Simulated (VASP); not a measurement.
Crystal: C.

```
C
1.0
     0.00000    1.78337    1.78337
     1.78337    0.00000    1.78337
     1.78337    1.78337    0.00000
C
2
Direct
  0.00000 0.00000 0.00000
  0.25000 0.25000 0.25000
```

This isn't the form of C at room conditions, which is graphite.

Base run:

```yaml
Program: VASP 6.6.1
Functional: PBEsol
Potentials_or_basis: VASP PAW PBE potentials, release 64 (C)
Cutoff: 520 eV
k_mesh: 8 × 8 × 8
Occupations: gaussian, width 0.03 eV
Spin: no spin polarisation
```

Its results: band gap on the k mesh 4.00 eV, indirect (least direct gap 5.54 eV); pressure -3.8 GPa.

Task: The run is repeated on the same cell with these changes: functional from PBEsol to PBE. What comes out?

Result: Band gap on the k mesh 4.13 eV, indirect (least direct gap 5.59 eV); pressure 2.5 GPa.

PBE binds less tightly than PBEsol, so the same cell stands under more pressure.

Caveats: the PAW data sets were made with another functional, which shifts forces and pressure a little (some runs).

A k mesh can miss the band edges.

Not every run made on this cell is shown here.
